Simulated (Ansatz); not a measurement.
LaAlO3: pressure series

Consider LaAlO3 in the cubic perovskite structure (space group Pm-3m, No. 221; a = 3.812 Å).

Cell and atoms are relaxed at each pressure.

Method: DFT with PBE, PAW potentials and a 420 eV plane-wave cutoff in Ansatz (a first-principles code), no spin-orbit coupling.

### Question
Only one of these has a direct gap. Which?
A) pressure 4.2 GPa
B) pressure −2 GPa
C) pressure 18 GPa
D) pressure 30 GPa

### Answer
D, pressure 30 GPa. Computed: pressure 4.2 GPa: indirect, R → Γ; pressure 30 GPa: direct at Γ; pressure 18 GPa: indirect, R → Γ; pressure −2 GPa: indirect, R → Γ

Load acts through the strain it causes; cell and atoms are relaxed under it. Whether these cells are dynamically stable was not tested. No other phases were tried under pressure. Many cubic perovskites are stable only at high temperature; tilts and polar distortions were not tested.
